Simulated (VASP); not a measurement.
# Li2S (Fm-3m) in VASP: a series of runs

The runs below take Li2S through relaxation of cell and atoms, with PBEsol.

All numbers are computed with VASP 6.6.1; they aren't measurements. Logs are shortened: lines on timing, memory, paths and dates and some standing lists are left out, and cuts for length are marked.

## Step 1: Starting point

It takes space group Fm-3m (No. 225, cubic). Conventional cell: a = 5.689 Å, b = 5.689 Å, c = 5.689 Å, α = 90.00°, β = 90.00°, γ = 90.00°. Around Li (site symmetry -43m) lie 4 S at 2.46 Å. S (site symmetry m-3m) is surrounded by 8 Li at 2.46 Å.

## Step 2: Relaxation of cell and atoms, PBEsol

The input, INCAR:

```
PREC     = Accurate       # precision mode
ENCUT    = 600            # plane-wave cutoff, eV
EDIFF    = 1E-6           # SCF threshold, eV
ISMEAR   = 0              # smearing method
SIGMA    = 0.03           # smearing width, eV
LREAL    = F              # projectors in reciprocal space
LASPH    = T              # aspherical terms in the spheres
NELM     = 80             # most SCF steps
ALGO     = Normal         # electronic algorithm
ISIF     = 3              # what is computed and relaxed
LWAVE    = F              # write WAVECAR
LCHARG   = F              # write CHGCAR
GGA      = PS             # functional
IBRION   = 2              # ionic algorithm
NSW      = 90             # ionic steps
EDIFFG   = -0.01          # ionic threshold
KPAR     = 2
```

The input, KPOINTS:

```
regular mesh
0
Gamma
  8 8 8
```

The input, POSCAR:

```
Li2S
1.0
    0.0000000000      2.8445000000      2.8445000000
    2.8445000000      0.0000000000      2.8445000000
    2.8445000000      2.8445000000      0.0000000000
Li S
2 1
Direct
    0.2500000000      0.2500000000      0.2500000000
    0.7500000000      0.7500000000      0.7500000000
    0.0000000000      0.0000000000      0.0000000000
```

Potentials or basis: VASP PAW PBE potentials, release 64 (Li_sv, S).

Command:

```
$ cat potpaw_PBE.64/Li_sv/POTCAR potpaw_PBE.64/S/POTCAR > POTCAR
$ mpirun -np 2 vasp_std > vasp.out
```

OUTCAR:

```text
PREC = Accurate
   ENCUT = 600
   EDIFF = 1E-6
   ISMEAR = 0
   LREAL = F
   LASPH = T
   NELM = 80
   ISIF = 3
   GGA = PS
   IBRION = 2
   NSW = 90
   EDIFFG = -0.01

 ion  position               nearest neighbor table
   1  0.250  0.250  0.250-   3 2.46   3 2.46   3 2.46   3 2.46
   2  0.750  0.750  0.750-   3 2.46   3 2.46   3 2.46   3 2.46
   3  0.000  0.000  0.000-   2 2.46   2 2.46   2 2.46   1 2.46   2 2.46   1 2.46   1 2.46   1 2.46

  LATTYP: Found a face centered cubic cell.
 ALAT       =     5.6890000000

  Lattice vectors:

 A1 = (   0.0000000000,   2.8445000000,   2.8445000000)
 A2 = (   2.8445000000,   0.0000000000,   2.8445000000)
 A3 = (   2.8445000000,   2.8445000000,   0.0000000000)

Analysis of symmetry for initial positions (statically):
=====================================================================
 Subroutine PRICEL returns:
 Original cell was already a primitive cell.

 Routine SETGRP: Setting up the symmetry group for a
 face centered cubic supercell.

 Subroutine GETGRP returns: Found 48 space group operations
 (whereof 48 operations were pure point group operations)
 out of a pool of 48 trial point group operations.

The static configuration has the point symmetry O_h .

Analysis of symmetry for dynamics (positions and initial velocities):
=====================================================================
 Subroutine PRICEL returns:
 Original cell was already a primitive cell.

 Routine SETGRP: Setting up the symmetry group for a
 face centered cubic supercell.

 Subroutine GETGRP returns: Found 48 space group operations
 (whereof 48 operations were pure point group operations)
 out of a pool of 48 trial point group operations.

The dynamic configuration has the point symmetry O_h .

 Subroutine INISYM returns: Found 48 space group operations
 (whereof 48 operations are pure point group operations),
 and found     1 'primitive' translations

----------------------------------------------------------------------------------------

                                     Primitive cell

  volume of cell :      46.0307

  direct lattice vectors                    reciprocal lattice vectors
     0.000000000  2.844500000  2.844500000    -0.175777817  0.175777817  0.175777817
     2.844500000  0.000000000  2.844500000     0.175777817 -0.175777817  0.175777817
     2.844500000  2.844500000  0.000000000     0.175777817  0.175777817 -0.175777817

  length of vectors
     4.022730478  4.022730478  4.022730478     0.304456110  0.304456110  0.304456110
[... 104 lines left out ...]
  volume/ion in A,a.u.               =      15.34       103.54
  Fermi-wavevector in a.u.,A,eV,Ry     =   1.045810  1.976294 14.880934  1.093718
  Thomas-Fermi vector in A             =   2.180621
   LORBIT       =      0    0 simple, 1 ext, 2 COOP (PROOUT), +10 PAW based schemes
   GGA     = PS    functional components
   LHFCALC =     F    Hartree Fock is set to
   AEXX    =    0.0000 exact exchange contribution
   IVDW    =     0    specifies the selected vdW correction
   LEPSILON=     F    determine dielectric tensor
   LRPA    =     F    only Hartree local field effects (RPA)
 conjugate gradient relaxation of ions
 non-spin polarized calculation
 Gauss-broadening in eV      SIGMA  =   0.03
  energy-cutoff  :      600.00
  volume of cell :       46.03
 maximum number of plane-waves:      1572
   NGX = 17   NGY = 17   NGZ = 17

--------------------------------------- Ionic step        1  -------------------------------------------

 number of electron      11.9999987 magnetization

 Free energy of the ion-electron system (eV)
  ---------------------------------------------------
  ext. energy  EPLUGINS =         0.00000000
  ---------------------------------------------------
  free energy    TOTEN  =       -12.37567187 eV

  energy without entropy =      -12.37567187  energy(sigma->0) =      -12.37567187

------------------------ aborting loop because EDIFF is reached ----------------------------------------

  FORCE on cell =-STRESS in cart. coord.  units (eV):
  Direction    XX          YY          ZZ          XY          YZ          ZX
  --------------------------------------------------------------------------------------
  -------------------------------------------------------------------------------------
  Total       -0.2198931     -0.2198931     -0.2198931     -0.0000000     -0.0000000      0.0000000
  in kB       -7.6537508     -7.6537508     -7.6537508     -0.0000000     -0.0000000      0.0000000
  external PRESSURE =      -7.6537508 kB  Pullay stress =       0.0000000 kB
[... 61 lines left out ...]
--------------------------------------- Ionic step        3  -------------------------------------------

 number of electron      11.9999990 magnetization

 Free energy of the ion-electron system (eV)
  ---------------------------------------------------
  ext. energy  EPLUGINS =         0.00000000
  ---------------------------------------------------
  free energy    TOTEN  =       -12.37776956 eV

  energy without entropy =      -12.37776956  energy(sigma->0) =      -12.37776956

 E-fermi :   1.8368     XC(G=0):  -8.7282

 val. band max:        1.5576916961   @ k =   0.0000   0.0000   0.0000
 cond. band min:       4.7610070524   @ k =   0.5000   0.5000   0.0000
 fundamental gap:      3.2033153563
 Fermi energy:         1.8367957884

 k-point     1 :       0.0000    0.0000    0.0000
  band No.  band energies     occupation
      1     -41.8973      2.00000
      2     -41.8468      2.00000
      3      -9.5235      2.00000
      4       1.5577      2.00000
      5       1.5577      2.00000
      6       1.5577      2.00000
      7       5.7828      0.00000
      8       7.7158      0.00000
      9       7.7158      0.00000
     10       7.7159      0.00000
[... 287 lines left out ...]
 k-point    24 :      -0.3750    0.2500    0.1250
  band No.  band energies     occupation
      1     -41.8712      2.00000
      2     -41.8712      2.00000
      3      -8.9954      2.00000
      4      -1.1361      2.00000
      5       0.2611      2.00000
      6       0.6067      2.00000
      7       7.3139      0.00000
      8       8.1778      0.00000
      9       9.9119      0.00000
     10      10.5649      0.00000

 [... further k-points ...]

------------------------ aborting loop because EDIFF is reached ----------------------------------------

  FORCE on cell =-STRESS in cart. coord.  units (eV):
  Direction    XX          YY          ZZ          XY          YZ          ZX
  --------------------------------------------------------------------------------------
  -------------------------------------------------------------------------------------
  Total       -0.0017120     -0.0017120     -0.0017120      0.0000000      0.0000000      0.0000000
  in kB       -0.0607067     -0.0607067     -0.0607067      0.0000000      0.0000000      0.0000000
  external PRESSURE =      -0.0607067 kB  Pullay stress =       0.0000000 kB
[... 18 lines left out ...]
  FREE ENERGIE OF THE ION-ELECTRON SYSTEM (eV)
  ---------------------------------------------------
  free  energy   TOTEN  =       -12.3777695620 eV

  energy  without entropy=      -12.3777695620  energy(sigma->0) =      -12.37776956

 reached required accuracy - stopping structural energy minimisation
```

It took 13 s on 2 MPI ranks of Intel Xeon Platinum 8488C (Sapphire Rapids), shared host; peak memory 0.17 GiB.

What came out:

- Free energy: -12.3778 eV
- Relaxed volume: 15.06 Å³/atom
- Relaxed cell: a = 3.998 Å, b = 3.998 Å, c = 3.998 Å, α = 60.00°, β = 60.00°, γ = 60.00°
- Space group after relaxing (to 0.05 Å): Fm-3m (No. 225)
- Energy gained by relaxing: 0.7 meV/atom
- Ionic steps: 3
- Pressure after relaxing: 0.0 GPa
- Band gap on the k mesh: 3.20 eV, indirect (least direct gap 4.23 eV)

The path:
```
step  energy change (eV)  largest force (eV/Å)  pressure (GPa)  volume (Å³)
   1              0.0000                0.0000           -0.77        46.03
   2             -0.0017                0.0000           -0.34        45.54
   3             -0.0021                0.0000           -0.01        45.18
```

Final structure:
```xyz
3
Lattice="0.0000 2.8270 2.8270 2.8270 0.0000 2.8270 2.8270 2.8270 0.0000" Properties=species:S:1:pos:R:3 pbc="T T T"
Li    1.4135    1.4135    1.4135
Li    4.2404    4.2404    4.2404
S     0.0000    0.0000    0.0000
```

Caveat: the cutoff is under 1.25 times the usual one of these potentials, so pressure, stress and relaxed cells hold a basis-set (Pulay) error; the PAW data sets were made with another functional, which shifts forces and pressure a little. PBEsol gaps usually lie below the measured ones, often by a third to a half.

## Step 3: Relaxation of cell and atoms, PBEsol

This run uses another cell than the first one, of 15.06 Å³/atom, 0.982 times its volume.

INCAR, as its differences from that of step 2:

```diff
@@ -2,3 +2,3 @@
 ENCUT    = 600            # plane-wave cutoff, eV
-EDIFF    = 1E-6           # SCF threshold, eV
+EDIFF    = 1E-7           # SCF threshold, eV
 ISMEAR   = 0              # smearing method
@@ -15,3 +15,3 @@
 NSW      = 90             # ionic steps
-EDIFFG   = -0.01          # ionic threshold
+EDIFFG   = -0.005         # ionic threshold
 KPAR     = 2
```

KPOINTS is that of step 2.

The input, POSCAR:

```
Li2S                                    
1.0
   -0.0000000000      2.8269536215      2.8269536215
    2.8269536215     -0.0000000000      2.8269536215
    2.8269536215      2.8269536215      0.0000000000
  Li              S             
     2     1
Direct
     0.2500000000000000    0.2500000000000000    0.2500000000000000
     0.7500000000000000    0.7500000000000000    0.7500000000000000
     0.0000000000000000    0.0000000000000000    0.0000000000000000
```

Potentials or basis: VASP PAW PBE potentials, release 64 (Li_sv, S).

Command:

```
$ cat potpaw_PBE.64/Li_sv/POTCAR potpaw_PBE.64/S/POTCAR > POTCAR
$ mpirun -np 2 vasp_std > vasp.out
```

It took 8.1 s on 2 MPI ranks of Intel Xeon Platinum 8488C (Sapphire Rapids), shared host; peak memory 0.16 GiB.

The run converged. Its results:

```
Free energy             : -12.3769 eV
Pressure after relaxing : 0.0 GPa
Band gap on the k mesh  : 3.20 eV, indirect (least direct gap 4.23 eV)
```

Final structure:
```
CELL_PARAMETERS angstrom
0.00000 2.82695 2.82695
2.82695 0.00000 2.82695
2.82695 2.82695 0.00000
ATOMIC_POSITIONS crystal
Li 0.25000 0.25000 0.25000
Li 0.75000 0.75000 0.75000
S 0.00000 0.00000 0.00000
```

Levels at points of the mesh, in eV from the valence-band top:
| k point | band 2 | band 3 | band 4 | band 5 | band 6 | band 7 | band 8 | band 9 | band 10 |
| --- | --- | --- | --- | --- | --- | --- | --- | --- | --- |
| (0.00, 0.00, 0.00) | -43.41 | -11.08 | 0.00 | 0.00 | 0.00 | 4.23 | 6.16 | 6.16 | 6.16 |
| (0.50, 0.00, 0.00) | -43.43 | -10.62 | -3.00 | -0.53 | -0.53 | 6.12 | 6.49 | 6.49 | 8.35 |
| (0.50, 0.50, 0.00) | -43.42 | -10.49 | -2.24 | -1.49 | -1.49 | 3.20 | 7.09 | 11.14 | 11.14 |

Caveat: the cutoff is under 1.25 times the usual one of these potentials, so pressure, stress and relaxed cells hold a basis-set (Pulay) error; the relaxation stopped at its first step, so nothing moved; the PAW data sets were made with another functional, which shifts forces and pressure a little. Expect the measured gap to be larger: semilocal functionals such as PBEsol lack the derivative discontinuity.
